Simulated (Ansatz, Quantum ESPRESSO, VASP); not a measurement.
## Al: programs and potentials compared

The starting cell:

```
Al
1.0
     0.00000    2.02481    2.02481
     2.02481    0.00000    2.02481
     2.02481    2.02481    0.00000
Al
1
Direct
  0.00000 0.00000 0.00000
```

Alike in all runs: task relaxation of cell and atoms; functional PBEsol; dispersion D4; k mesh 11 × 11 × 11; occupations fermi-dirac, width 0.05 eV; no spin polarisation; no spin-orbit coupling.

```json
{"program and potentials": "Quantum ESPRESSO, PseudoDojo 0.4.1 SR PBE standard", "plane-wave cutoff (eV)": "544", "notes": "potentials made for PBE", "equilibrium volume (Å³/atom)": "15.91"}
{"program and potentials": "Ansatz, all-electron LAPW, scalar-relativistic", "plane-wave cutoff (eV)": "-", "notes": "-", "equilibrium volume (Å³/atom)": "15.84"}
{"program and potentials": "VASP, PBE PAW files Al, 600 eV", "plane-wave cutoff (eV)": "600", "notes": "potentials made for PBE", "equilibrium volume (Å³/atom)": "15.85"}
```

The equilibrium volume spans 15.84 (Ansatz, all-electron LAPW, scalar-relativistic) to 15.91 Å³/atom (Quantum ESPRESSO, PseudoDojo 0.4.1 SR PBE standard), with all-electron results at 15.84. Relaxations stop with a little pressure left, so the last digit of a volume isn't settled.

The functional is the same throughout but for its coding, so the spread measures potentials, basis and numerics; runs on potential files found faulty are left out.
